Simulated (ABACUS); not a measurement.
## ZnS (Wurtzite-4H) in ABACUS: the effect of functional

The system is ZnS (Wurtzite-4H).

```
Zn S
1.0
     3.74466    0.00000    0.00000
    -1.87233    3.24297    0.00000
     0.00000    0.00000   12.26442
Zn S
4 4
Direct
  0.66667 0.33333 0.75000
  0.33333 0.66667 0.25000
  0.00000 0.00000 0.50000
  0.00000 0.00000 0.00000
  0.66667 0.33333 0.93750
  0.33333 0.66667 0.43750
  0.00000 0.00000 0.68750
  0.00000 0.00000 0.18750
```

The cell isn't the ideal one: volume scaled by 0.94.

Alike in all runs:

- Program: ABACUS 3.10.1
- Task: equation of state
- Potentials or basis: SG15 ONCV 1.2 PBE
- Cutoff: 1361 eV
- Density cutoff: 5442 eV
- Basis: DZP LCAO (the cutoffs set its grid)
- k mesh: 6 × 6 × 2
- Occupations: fermi-dirac, width 0.05 eV
- Spin: no spin polarisation

**Question.** One run gave: gap on the mesh 2.51 eV; pressure 12.0 GPa. Which functional did it use?
A. PBE
B. PW91
C. BLYP
D. PBEsol
E. SCAN

**Answer.** C.

```tsv
functional	gap on the mesh (eV)	pressure (GPa)
LDA	2.15	0.9
PBE	2.54	8.4
PBEsol	2.36	4.5
PW91	2.51	8.2
BLYP	2.51	12.0
SCAN	3.03	5.9
```

Caveats: the atomic orbitals were generated for these runs and aren't a published set; the basis of atomic orbitals isn't converged, which shifts pressures, moduli and gaps; the potentials were made for another functional, which shifts forces and pressure (some runs).

